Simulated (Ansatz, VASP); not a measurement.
# One calculation of Ba, two programs

INCAR

```
PREC = Accurate ; ENCUT = 520
EDIFF = 1E-7 ; ISMEAR = -1
SIGMA = 0.05 ; LREAL = False
LASPH = True ; NELM = 100
ALGO = Normal ; ISIF = 2
LWAVE = False ; LCHARG = True
LDIPOL = True ; IDIPOL = 3
DIPOL = 0.5 0.5 0.500 ; GGA = PE
LELF = True ; LVHAR = True
LVACPOTAV = True ; NBANDS = 17
```

The input KPOINTS:

```
Automatic mesh
0
Gamma
  8 8 1
```

POSCAR

```
Ba
1.0
    3.9100000000      0.0000000000      0.0000000000
   -1.9550000000      3.6500000000      0.0000000000
    0.0000000000      0.0000000000     20.7000000000
Ba
2
Direct
    0.0000000000      0.0000000000      0.3623188406
    0.0000000000      0.0000000000      0.6376811594
```

Contents of input.yaml:

```yaml
crystal:
  lattice:
    - [3.91, 0.0, 0.0]
    - [-1.955, 3.65, 0.0]
    - [0.0, 0.0, 20.7]
  atoms:
    - { symbol: Ba, position: [0.0, 0.0, 0.3623188406] }
    - { symbol: Ba, position: [0.0, 0.0, 0.6376811594] }
  periodic: [true, true, false]
kpoints:
  mp_grid: { grid: [8, 8, 1] }
scf:
  occupations: { method: fermi_dirac, width: 0.05 }
hamiltonian:
  xc: pbe
  pseudopotentials: { kind: all_electron, lapw: { basis_error: 0.001 } }
output:
  forces: true
  stress: true
  eigenvalues: true
```

Alike in both runs: functional PBE; k mesh 8 × 8 × 1; occupations fermi-dirac, width 0.05 eV; no spin polarisation.

|  | VASP | Ansatz |
| --- | --- | --- |
| version | VASP 6.6.1 | Ansatz 0.2.0 |
| potentials or method | VASP PAW PBE potentials, release 64 (Ba_sv) | all-electron LAPW, scalar-relativistic |
| plane-wave cutoff (eV) | 520 | see its input |
| task | single point | work function |

```tsv
	VASP	Ansatz	Ansatz less VASP
gap on the k mesh at the Fermi level (eV)	none	none	-
rms of the force components (eV/Å)	0.111	0.111	-0.0005
```

Atom by atom the forces differ by 0.000 eV/Å (rms over components). A gap of «none» marks a metal or a gap that the smearing closes. Ansatz ran all-electron here, so the differences hold the error of VASP's frozen core and of both bases.

Spin-orbit coupling is left out, which matters for the levels of Ba.
